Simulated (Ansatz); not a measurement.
`CC(C)(C)[O][Ge][F]` + H₂S → `[F][Ge][SH]` + `CC(C)(C)O`  (ligand exchange at a Ge–O bond)

Calculated with Ansatz (gas phase, PBE0-D4/def2-TZVP geometries, no zero-point term in ΔE). CCSD(T)/CBS adds triple-zeta CCSD(T) − MP2 to the extrapolated MP2 energy (def2 sets, frozen cores). This one scheme is used for every species. DFT in def2-TZVPP. For Ge outer-core shells are correlated without core-valence functions, which leaves a few kJ/mol of doubt a bond. Scalar relativity is left out up to krypton. One conformer a species, not always the lowest.

| level | ΔE (kJ/mol) | difference from CCSD(T)/CBS |
| --- | --- | --- |
| revPBE-D4 | -1.9 | -8.0 |
| BLYP-D4 | 8.9 | 2.8 |
| B97M-V | 3.1 | -3.0 |
| ωB97M-V | 6.1 | 0.0 |
| revPBE | -15.1 | -21.2 |
| HF/def2-SVP | 8.7 | 2.6 |
| MP2/def2-SVP | 25.4 | 19.3 |
| CCSD(T)/def2-SVP | 23.0 | 16.9 |
| SCS-MP2/def2-TZVPP | 12.3 | 6.2 |
| MP2/def2-QZVPP | 9.2 | 3.1 |
| CCSD(T)/CBS | 6.1 | 0 |

Largest T1 diagnostic among the species: 0.015.

Leaving LDA and LC-ωPBE aside and taking each functional with its dispersion term where it has one, the values, not all of them listed here, spread over 18.9 kJ/mol, from HSE06-D4 to CAM-B3LYP-D4. LDA lies +9.5 kJ/mol from PBE without D4. The D4 term adds +9.9 kJ/mol with B3LYP and +6.0 kJ/mol with PBE0; it sums over pairs of atoms, weighted by their polarisabilities, and B3LYP, whose exchange is more repulsive, gets the larger term.

B3LYP here is the variant with VWN-RPA as its local correlation; programs differ in this.

CCSD(T)/CBS has its own doubt, a few kJ/mol and more with outer-core shells, so smaller differences from it don't rank the levels.
